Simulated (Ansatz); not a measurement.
BaTiO3: excitons and shallow donors from band masses and screening

Theory: DFT PBE, scalar-relativistic, plane waves, PAW in Ansatz 0.2.0.

Plane waves to 420 eV, a k mesh through Γ of 6×6×6 on the computed 5-atom cell and Gaussian smearing (0.02 eV); no spin polarisation.

Relaxed cell: R3m, a = 5.726 Å, b = 5.726 Å, c = 7.070 Å, α = 90.00°, β = 90.00°, γ = 120.00°, 5 atoms in the primitive cell. Whether it is the stable form of this composition wasn't checked.

The calculation gives a Kohn–Sham gap of 2.62 eV, an electron mass of 1.69 mₑ and a hole mass of 1.56 mₑ (harmonic means over x, y, z and over the bands degenerate at each edge), and ε∞ = 5.92 (independent particles, mean of the diagonal). Masses and screening differ among the axes, which the isotropic model averages.

Task: Estimate the binding energy and radius of a Wannier–Mott exciton and of a shallow donor, and say whether the hydrogenic model can hold.

Result: The reduced mass is μ = mₙmₕ/(mₙ + mₕ) = 0.811 mₑ, with mₙ and mₕ the band masses. With E_b = 13.606 eV × μ/ε² and a = 0.529 Å × ε/μ (μ in mₑ) the exciton has E_b = 315 meV and a = 3.9 Å. For a donor μ is the electron mass: 656 meV and 1.9 Å. The radius isn't large against the shortest lattice vector (4.06 Å), so the continuum picture is doubtful and the numbers are only a scale. In a polar crystal the ions screen too, so a state bound more weakly than an optical phonon feels the larger static constant, which lowers the energy and widens the orbit. The other way, the small Kohn–Sham gap and the missing local fields make ε∞ too large and the masses tend to be too light, which underbinds. The edges lie at different points of the zone, so the exciton is indirect.

Spin-orbit coupling is left out, which matters for the bands of heavy elements.

Cost: 4 runs of about 4.8 core-minutes in all, on Arm Neoverse V1 (shared hosts).